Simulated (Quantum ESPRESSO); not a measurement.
# Al (Im-3m) in Quantum ESPRESSO: equation of state

How stiff is Al in PBE, and what volume does it want? The cell is scaled to several volumes.

Program: Quantum ESPRESSO 7.5. These are calculated values, not measurements. Logs are shortened: lines on timing, memory, paths and dates and some standing lists are left out, and cuts for length are marked.

**1. The structure**

It takes space group Im-3m (No. 229, cubic). The conventional cell has a = 3.182 Å, b = 3.182 Å, c = 3.182 Å, α = 90.00°, β = 90.00°, γ = 90.00°. Around Al (site symmetry m-3m) lie 8 Al at 2.76 Å.

This isn't the form of Al at room conditions, which is fcc.

**2. Single point, PBE, 15.15 Å³/atom**

The input, pw.in:

```
&CONTROL
  calculation = 'scf'
  prefix = 'pwscf'
  outdir = './tmp'
  pseudo_dir = './pseudo'
  tprnfor = .true.
  tstress = .true.
  disk_io = 'nowf'
/
&SYSTEM
  ibrav = 0
  nat = 1
  ntyp = 1
  ecutwfc = 55
  ecutrho = 440
  nbnd = 6
  occupations = 'smearing'
  smearing = 'fd'
  degauss = 0.00367493
/
&ELECTRONS
  conv_thr = 2d-10
  electron_maxstep = 120
  mixing_beta = 0.5
/
ATOMIC_SPECIES
Al    26.9815 Al.pbe-n-kjpaw_psl.1.0.0.UPF
CELL_PARAMETERS angstrom
  -1.5587357247    1.5587357247    1.5587357247
   1.5587357247   -1.5587357247    1.5587357247
   1.5587357247    1.5587357247   -1.5587357247
ATOMIC_POSITIONS crystal
Al     0.0000000000    0.0000000000    0.0000000000
K_POINTS automatic
12 12 12 0 0 0
```

Potentials or basis: SSSP 1.3 efficiency PBE.

Command:

```bash
$ OMP_NUM_THREADS=1 pw.x -in pw.in > pw.out
```

pw.out:

```text
This program is part of the open-source Quantum ESPRESSO suite
     for quantum simulation of materials; please cite
         "P. Giannozzi et al., J. Phys.:Condens. Matter 21 395502 (2009);
         "P. Giannozzi et al., J. Phys.:Condens. Matter 29 465901 (2017);
         "P. Giannozzi et al., J. Chem. Phys. 152 154105 (2020);
     in publications or presentations arising from this work. More details at

     file Al.pbe-n-kjpaw_psl.1.0.0.UPF: wavefunction(s)  3S 3P renormalized
     Message from routine setup:
     using ibrav=0 with symmetry is DISCOURAGED, use correct ibrav instead

     Subspace diagonalization in iterative solution of the eigenvalue problem:
     a serial algorithm will be used

     G-vector sticks info
     --------------------
     sticks:   dense  smooth     PW     G-vecs:    dense   smooth      PW
     Sum         857     419    169                15947     5481    1409

     Using Slab Decomposition

     bravais-lattice index     =            0
     lattice parameter (alat)  =       5.1019  a.u.
     unit-cell volume          =     102.2290 (a.u.)^3
     number of atoms/cell      =            1
     number of atomic types    =            1
     number of electrons       =         3.00
     number of Kohn-Sham states=            6
     kinetic-energy cutoff     =      55.0000  Ry
     charge density cutoff     =     440.0000  Ry
     scf convergence threshold =      2.0E-10
     mixing beta               =       0.5000
     number of iterations used =            8  plain     mixing
     Exchange-correlation= SLA  PW   PBX  PBC
                           (   1   4   3   4   0   0   0)

     celldm(1)=   5.101900  celldm(2)=   0.000000  celldm(3)=   0.000000
     celldm(4)=   0.000000  celldm(5)=   0.000000  celldm(6)=   0.000000

     crystal axes: (cart. coord. in units of alat)
               a(1) = (  -0.577350   0.577350   0.577350 )
               a(2) = (   0.577350  -0.577350   0.577350 )
               a(3) = (   0.577350   0.577350  -0.577350 )

     reciprocal axes: (cart. coord. in units 2 pi/alat)
               b(1) = (  0.000000  0.866025  0.866025 )
               b(2) = (  0.866025  0.000000  0.866025 )
               b(3) = (  0.866025  0.866025  0.000000 )

     PseudoPot. # 1 for Al read from file:
     Al.pbe-n-kjpaw_psl.1.0.0.UPF
     Pseudo is Projector augmented-wave + core cor, Zval =  3.0
     Generated using "atomic" code by A. Dal Corso  v.5.1
     Shape of augmentation charge: PSQ
     Using radial grid of 1135 points,  6 beta functions with:
                l(1) =   0
                l(2) =   0
                l(3) =   1
                l(4) =   1
                l(5) =   2
                l(6) =   2
     Q(r) pseudized with 0 coefficients

     atomic species   valence    mass     pseudopotential
     Al                3.00    26.98150     Al( 1.00)

     48 Sym. Ops., with inversion, found

   Cartesian axes

     site n.     atom                  positions (alat units)
         1        Al     tau(   1) = (   0.0000000   0.0000000   0.0000000  )

     number of k points=    72  Fermi-Dirac smearing, width (Ry)=  0.0037
                       cart. coord. in units 2pi/alat
        k(    1) = (   0.0000000   0.0000000   0.0000000), wk =   0.0011574
        k(    2) = (   0.0721688   0.0721688   0.0000000), wk =   0.0138889
        k(    3) = (   0.1443376   0.1443376   0.0000000), wk =   0.0138889
        k(    4) = (   0.2165064   0.2165064   0.0000000), wk =   0.0138889
        k(    5) = (   0.2886751   0.2886751   0.0000000), wk =   0.0138889
        k(    6) = (   0.3608439   0.3608439   0.0000000), wk =   0.0138889
[... 64 lines left out ...]
        k(   71) = (  -0.8660254  -0.0721688  -0.0721688), wk =   0.0138889
        k(   72) = (  -0.8660254  -0.8660254  -0.8660254), wk =   0.0011574

     Dense  grid:    15947 G-vectors     FFT dimensions: (  36,  36,  36)

     Smooth grid:     5481 G-vectors     FFT dimensions: (  25,  25,  25)

     Initial potential from superposition of free atoms

     starting charge       2.9977, renormalised to       3.0000
     Starting wfcs are    4 randomized atomic wfcs +    2 random wfcs
     Checking if some PAW data can be deallocated...

     Self-consistent Calculation

     iteration #  1     ecut=    55.00 Ry     beta= 0.50
     Davidson diagonalization with overlap
     ethr =  1.00E-02,  avg # of iterations =  5.9

     Threshold (ethr) on eigenvalues was too large:
     Diagonalizing with lowered threshold

     Davidson diagonalization with overlap
     ethr =  1.75E-04,  avg # of iterations =  3.0

     total energy              =     -39.49217543 Ry
     estimated scf accuracy    <       0.00519638 Ry

     iteration #  2     ecut=    55.00 Ry     beta= 0.50
     Davidson diagonalization with overlap
     ethr =  1.73E-04,  avg # of iterations =  1.0

     total energy              =     -39.49185634 Ry
     estimated scf accuracy    <       0.00116402 Ry

     iteration #  3     ecut=    55.00 Ry     beta= 0.50
     Davidson diagonalization with overlap
     ethr =  3.88E-05,  avg # of iterations =  1.4

     total energy              =     -39.49187749 Ry
     estimated scf accuracy    <       0.00000075 Ry

     iteration #  4     ecut=    55.00 Ry     beta= 0.50
     Davidson diagonalization with overlap
     c_bands:  1 eigenvalues not converged
     ethr =  2.49E-08,  avg # of iterations =  4.4

     total energy              =     -39.49187832 Ry
     estimated scf accuracy    <          5.9E-09 Ry

     iteration #  5     ecut=    55.00 Ry     beta= 0.50
     Davidson diagonalization with overlap
     ethr =  1.98E-10,  avg # of iterations =  1.7

     End of self-consistent calculation

          k = 0.0000 0.0000 0.0000 (   683 PWs)   bands (ev):

    -2.9209  22.6141  22.6141  24.8209  24.8209  24.8209

          k = 0.0722 0.0722 0.0000 (   682 PWs)   bands (ev):

    -2.7094  20.4837  21.5871  21.8125  23.7602  24.5637

          k = 0.1443 0.1443 0.0000 (   694 PWs)   bands (ev):

    -2.0768  16.8969  20.2199  20.3795  22.2845  23.4566

          k = 0.2165 0.2165 0.0000 (   696 PWs)   bands (ev):

    -1.0293  13.3531  19.0775  19.1104  21.0526  22.4766

          k = 0.2887 0.2887 0.0000 (   702 PWs)   bands (ev):

[... 63 lines left out ...]

    -0.6128  13.6720  15.6706  16.5652  24.9667  25.3461

          k = 0.2887 0.2887 0.1443 (   700 PWs)   bands (ev):

     0.8343  10.4450  14.6963  15.6709  24.2089  24.7566

          k = 0.3608 0.3608 0.1443 (   700 PWs)   bands (ev):

     2.6663   7.5292  14.1082  15.1308  23.7027  24.3448

          k = 0.4330 0.4330 0.1443 (   704 PWs)   bands (ev):

     4.5631   5.2696  13.9117  14.9499  23.5287  24.1999

          k =-0.0000-0.0000 0.1443 (   683 PWs)   bands (ev):

    -2.4981  19.9078  19.9078  22.2044  22.7486  23.0307

          k = 0.2887 0.2165 0.2165 (   705 PWs)   bands (ev):

     0.6286  12.1816  12.9392  15.2005  26.0875  26.3174

          k = 0.3608 0.2887 0.2165 (   704 PWs)   bands (ev):

     2.2634   9.4296  11.8753  14.4297  25.7239  27.0089

          k = 0.4330 0.3608 0.2165 (   710 PWs)   bands (ev):

     4.2537   6.7479  11.4611  14.0476  25.4320  27.1749

          k = 0.0000-0.0722 0.2165 (   692 PWs)   bands (ev):

    -1.8666  16.9864  18.3344  20.8096  22.2125  22.5026

          k = 0.4330 0.2887 0.2887 (   709 PWs)   bands (ev):

     4.0677   8.4662   9.4070  13.8306  27.0868  27.4569

          k = 0.5052 0.3608 0.2887 (   711 PWs)   bands (ev):

     5.9266   6.5800   8.8837  13.6345  27.1595  28.7904

          k = 0.0000-0.1443 0.2887 (   693 PWs)   bands (ev):

    -0.8208  13.5189  17.0788  19.6203  21.4547  22.6141

          k = 0.0722-0.0722 0.2887 (   698 PWs)   bands (ev):

    -1.0292  15.2494  15.7890  20.2782  21.0981  22.3385

          k =-0.0000-0.2165 0.3608 (   696 PWs)   bands (ev):

     0.6289  10.2676  16.1706  18.7091  20.6128  22.8245

          k = 0.0722-0.1443 0.3608 (   703 PWs)   bands (ev):

     0.2166  12.1466  14.4645  19.5599  20.9899  22.1430

          k = 0.0000-0.2887 0.4330 (   700 PWs)   bands (ev):

     2.4647   7.3389  15.6220  18.1479  20.0919  22.6565

          k = 0.0722-0.2165 0.4330 (   703 PWs)   bands (ev):

     1.8578   9.0877  13.6949  18.8736  20.5050  23.1550

          k = 0.1443-0.1443 0.4330 (   717 PWs)   bands (ev):

     1.6543  10.8135  11.7004  20.1459  20.3746  21.7869

          k =-0.8660-0.3608-0.3608 (   712 PWs)   bands (ev):

     4.3694   5.0687  15.4385  17.9589  19.9168  22.5539

          k =-0.7939-0.2887-0.3608 (   712 PWs)   bands (ev):

     3.8581   6.3667  13.3121  18.5163  20.1837  24.2464

          k =-0.7217-0.2165-0.3608 (   711 PWs)   bands (ev):

     3.4728   8.2671  10.7795  19.6702  20.4227  22.7390

          k =-0.7217-0.2887-0.2887 (   715 PWs)   bands (ev):

     5.3442   6.0617  10.5593  19.5024  20.3146  24.2165

          k =-0.6495-0.2165-0.2887 (   712 PWs)   bands (ev):

     5.4250   7.4920   8.5039  19.4780  21.7138  22.6082

          k = 0.2887 0.2887 0.2887 (   709 PWs)   bands (ev):

     2.0605  11.2028  11.2028  12.7933  28.7670  28.7736

          k = 0.3608 0.3608 0.2887 (   704 PWs)   bands (ev):

     3.8702   8.6177  10.6144  11.9168  28.7889  28.9266

          k = 0.4330 0.4330 0.2887 (   706 PWs)   bands (ev):

     5.7311   6.4377  10.4181  11.6820  28.7628  28.8723

          k = 0.0000 0.0000 0.2887 (   707 PWs)   bands (ev):

    -1.2380  16.7035  16.7035  18.4513  20.1252  24.2769

          k = 0.4330 0.3608 0.3608 (   706 PWs)   bands (ev):

     5.8109   7.8783   8.7124  11.1149  30.2436  30.4816

          k = 0.0000-0.0722 0.3608 (   701 PWs)   bands (ev):

    -0.1971  13.9720  15.4271  17.6506  19.6791  24.0828

          k =-0.0000-0.1443 0.4330 (   707 PWs)   bands (ev):

     1.2457  10.8161  14.5128  16.9113  20.5755  23.3713

          k = 0.0722-0.0722 0.4330 (   710 PWs)   bands (ev):

     1.0409  12.5476  13.1961  17.4796  18.9372  24.0439

          k = 0.0000-0.2165 0.5052 (   707 PWs)   bands (ev):

     3.0719   7.9213  13.9636  16.3738  22.0040  22.8805

          k = 0.0722-0.1443 0.5052 (   706 PWs)   bands (ev):

     2.6712   9.8161  12.1986  17.2521  19.7146  23.4568

          k =-0.8660-0.2887-0.2887 (   702 PWs)   bands (ev):

     4.9550   5.6785  13.7804  16.1866  22.7113  23.4389

          k =-0.7939-0.2165-0.2887 (   713 PWs)   bands (ev):

     4.6551   7.1473  11.7994  16.9545  21.2940  22.8220

          k =-0.7217-0.1443-0.2887 (   707 PWs)   bands (ev):

     4.4710   8.8612   9.7868  18.3995  19.4906  22.6528

          k =-0.7217-0.2165-0.2165 (   710 PWs)   bands (ev):

     6.3216   6.9827   9.2735  18.6141  20.5423  21.3360

          k = 0.4330 0.4330 0.4330 (   688 PWs)   bands (ev):

     7.6823   7.6823   7.6823   9.7137  31.7060  31.7060

          k = 0.0000 0.0000 0.4330 (   711 PWs)   bands (ev):

     0.8356  14.1431  14.1431  15.4937  17.6986  26.3386

          k =-0.0000-0.0722 0.5052 (   711 PWs)   bands (ev):

     2.2669  11.6733  13.2270  15.1986  17.5000  25.4004

          k = 0.0000-0.1443 0.5774 (   705 PWs)   bands (ev):

     4.0773   8.8717  12.6779  14.8653  18.7320  22.9957

          k = 0.0722-0.0722 0.5774 (   707 PWs)   bands (ev):

     3.8805  10.6086  11.3145  15.4703  17.0453  22.8464

          k =-0.8660-0.2165-0.2165 (   712 PWs)   bands (ev):

     5.9320   6.6725  12.4950  14.7068  20.1497  21.2302

          k =-0.7939-0.1443-0.2165 (   706 PWs)   bands (ev):

     5.8399   8.2749  10.6789  15.6356  18.0601  20.5607

          k =-0.7217-0.1443-0.1443 (   706 PWs)   bands (ev):

     7.6907   7.6907   8.9274  17.2082  17.2082  19.2496

          k =-0.0000-0.0000 0.5774 (   707 PWs)   bands (ev):

     3.6818  12.3111  12.3111  13.3719  15.7292  22.7051

          k = 0.0000-0.0722 0.6495 (   707 PWs)   bands (ev):

     5.4694  10.1340  11.7627  13.5354  15.8244  20.1510

          k =-0.8660-0.1443-0.1443 (   706 PWs)   bands (ev):

     7.3008   8.0076  11.5801  13.5422  16.8106  18.5465

          k =-0.7939-0.0722-0.1443 (   703 PWs)   bands (ev):

     7.3897   9.4435  10.2018  14.2658  15.3952  17.9913

          k = 0.0000 0.0000 0.7217 (   699 PWs)   bands (ev):

     7.2246  11.2150  11.2150  12.0963  14.1674  17.6621

          k =-0.8660-0.0722-0.0722 (   700 PWs)   bands (ev):

     9.0550   9.5810  11.0327  12.5669  13.8648  16.3728

          k =-0.8660-0.8660-0.8660 (   682 PWs)   bands (ev):

    10.8505  10.8505  10.8505  11.6708  11.6708  15.4678

     the Fermi energy is     8.8262 ev

!    total energy              =     -39.49187832 Ry
     total all-electron energy =      -485.634660 Ry
     estimated scf accuracy    <          1.9E-10 Ry
     smearing contrib. (-TS)   =      -0.00030755 Ry
     internal energy E=F+TS    =     -39.49157077 Ry

     The total energy is F=E-TS. E is the sum of the following terms:
     one-electron contribution =       3.38874250 Ry
     hartree contribution      =       0.00403473 Ry
     xc contribution           =      -2.63647338 Ry
     ewald contribution        =      -5.55969636 Ry
     one-center paw contrib.   =     -34.68817826 Ry

     convergence has been achieved in   5 iterations

     Forces acting on atoms (cartesian axes, Ry/au):

     atom    1 type  1   force =     0.00000000    0.00000000    0.00000000

     Total force =     0.000000     Total SCF correction =     0.000000

     Computing stress (Cartesian axis) and pressure

          total   stress  (Ry/bohr**3)                   (kbar)     P=       96.80
   0.00065803   0.00000000   0.00000000           96.80        0.00        0.00
   0.00000000   0.00065803   0.00000000            0.00       96.80        0.00
   0.00000000   0.00000000   0.00065803            0.00        0.00       96.80

=------------------------------------------------------------------------------=
   JOB DONE.
=------------------------------------------------------------------------------=
```

It took 4.8 s on 1 thread of Intel Xeon 6975P-C (Granite Rapids), shared host; peak memory 0.1 GiB.

Results:

| Quantity | Value |
| --- | --- |
| Free energy | -537.3144 eV |
| Pressure | 9.7 GPa |
| Band gap on the k mesh | none (metal or under the smearing width) |

**3. Single point, PBE, 15.47 Å³/atom**

pw.in, as its differences from that of step 2:

```diff
@@ -28,5 +28,5 @@
 CELL_PARAMETERS angstrom
-  -1.5587357247    1.5587357247    1.5587357247
-   1.5587357247   -1.5587357247    1.5587357247
-   1.5587357247    1.5587357247   -1.5587357247
+  -1.5697130985    1.5697130985    1.5697130985
+   1.5697130985   -1.5697130985    1.5697130985
+   1.5697130985    1.5697130985   -1.5697130985
 ATOMIC_POSITIONS crystal
```

Potentials or basis: SSSP 1.3 efficiency PBE.

Command:

```bash
$ OMP_NUM_THREADS=1 pw.x -in pw.in > pw.out
```

It took 4.6 s on 1 thread of Intel Xeon 6975P-C (Granite Rapids), shared host; peak memory 0.11 GiB.

It converged, with:

```
Free energy            : -537.3316 eV
Pressure               : 7.5 GPa
Band gap on the k mesh : none (metal or under the smearing width)
```

**4. Single point, PBE, 15.79 Å³/atom**

pw.in, as its differences from that of step 3:

```diff
@@ -28,5 +28,5 @@
 CELL_PARAMETERS angstrom
-  -1.5697130985    1.5697130985    1.5697130985
-   1.5697130985   -1.5697130985    1.5697130985
-   1.5697130985    1.5697130985   -1.5697130985
+  -1.5805390481    1.5805390481    1.5805390481
+   1.5805390481   -1.5805390481    1.5805390481
+   1.5805390481    1.5805390481   -1.5805390481
 ATOMIC_POSITIONS crystal
```

Command:

```bash
$ OMP_NUM_THREADS=1 pw.x -in pw.in > pw.out
```

It took 4.7 s on 1 thread of Intel Xeon 6975P-C (Granite Rapids), shared host; peak memory 0.11 GiB.

It converged, with:

```yaml
Free_energy: -537.3447 eV
Pressure: 5.6 GPa
Band_gap_on_the_k_mesh: none (metal or under the smearing width)
```

**5. Single point, PBE, 16.12 Å³/atom**

pw.in, as its differences from that of step 4:

```diff
@@ -28,5 +28,5 @@
 CELL_PARAMETERS angstrom
-  -1.5805390481    1.5805390481    1.5805390481
-   1.5805390481   -1.5805390481    1.5805390481
-   1.5805390481    1.5805390481   -1.5805390481
+  -1.5912186900    1.5912186900    1.5912186900
+   1.5912186900   -1.5912186900    1.5912186900
+   1.5912186900    1.5912186900   -1.5912186900
 ATOMIC_POSITIONS crystal
```

Command:

```bash
$ OMP_NUM_THREADS=1 pw.x -in pw.in > pw.out
```

It took 4.6 s on 1 thread of Intel Xeon 6975P-C (Granite Rapids), shared host; peak memory 0.11 GiB.

Results (log left out):

- Free energy: -537.3541 eV
- Pressure: 3.8 GPa
- Band gap on the k mesh: none (metal or under the smearing width)

**6. Single point, PBE, 16.44 Å³/atom**

pw.in, as its differences from that of step 5:

```diff
@@ -28,5 +28,5 @@
 CELL_PARAMETERS angstrom
-  -1.5912186900    1.5912186900    1.5912186900
-   1.5912186900   -1.5912186900    1.5912186900
-   1.5912186900    1.5912186900   -1.5912186900
+  -1.6017568692    1.6017568692    1.6017568692
+   1.6017568692   -1.6017568692    1.6017568692
+   1.6017568692    1.6017568692   -1.6017568692
 ATOMIC_POSITIONS crystal
```

Potentials or basis: SSSP 1.3 efficiency PBE.

Command:

```bash
$ OMP_NUM_THREADS=1 pw.x -in pw.in > pw.out
```

Run time: 4.8 s. Hardware: 1 thread of Intel Xeon 6975P-C (Granite Rapids), shared host; peak memory 0.11 GiB.

The run converged. Its results:

```
Free energy            : -537.3601 eV
Pressure               : 2.2 GPa
Band gap on the k mesh : none (metal or under the smearing width)
```

**7. Single point, PBE, 16.76 Å³/atom**

pw.in, as its differences from that of step 6:

```diff
@@ -28,5 +28,5 @@
 CELL_PARAMETERS angstrom
-  -1.6017568692    1.6017568692    1.6017568692
-   1.6017568692   -1.6017568692    1.6017568692
-   1.6017568692    1.6017568692   -1.6017568692
+  -1.6121581793    1.6121581793    1.6121581793
+   1.6121581793   -1.6121581793    1.6121581793
+   1.6121581793    1.6121581793   -1.6121581793
 ATOMIC_POSITIONS crystal
```

Command:

```bash
$ OMP_NUM_THREADS=1 pw.x -in pw.in > pw.out
```

It took 4.8 s on 1 thread of Intel Xeon 6975P-C (Granite Rapids), shared host; peak memory 0.11 GiB.

It converged, with:

* Free energy: -537.3630 eV
* Pressure: 0.7 GPa
* Band gap on the k mesh: none (metal or under the smearing width)

**8. Single point, PBE, 17.08 Å³/atom**

pw.in, as its differences from that of step 7:

```diff
@@ -28,5 +28,5 @@
 CELL_PARAMETERS angstrom
-  -1.6121581793    1.6121581793    1.6121581793
-   1.6121581793   -1.6121581793    1.6121581793
-   1.6121581793    1.6121581793   -1.6121581793
+  -1.6224269796    1.6224269796    1.6224269796
+   1.6224269796   -1.6224269796    1.6224269796
+   1.6224269796    1.6224269796   -1.6224269796
 ATOMIC_POSITIONS crystal
```

Command:

```bash
$ OMP_NUM_THREADS=1 pw.x -in pw.in > pw.out
```

It took 4.7 s on 1 thread of Intel Xeon 6975P-C (Granite Rapids), shared host; peak memory 0.12 GiB.

Results (log left out):

```yaml
Free_energy: -537.3630 eV
Pressure: -0.6 GPa
Band_gap_on_the_k_mesh: none (metal or under the smearing width)
```

**9. Equation of state, PBE**

Potentials or basis: SSSP 1.3 efficiency PBE.

This step only gathers the single runs of the series.

What came out:

```yaml
Equilibrium_volume: 16.93 Å³/atom
Bulk_modulus: 70 GPa
Pressure_derivative_of_the_bulk_modulus: 3.9
```

Energy against volume, from the lowest point:
| volume (Å³/atom) | energy (meV/atom) |
| --- | --- |
| 15.149 | 48.66 |
| 15.471 | 31.41 |
| 15.793 | 18.30 |
| 16.116 | 8.92 |
| 16.438 | 2.94 |
| 16.760 | 0.06 |
| 17.083 | 0.00 |
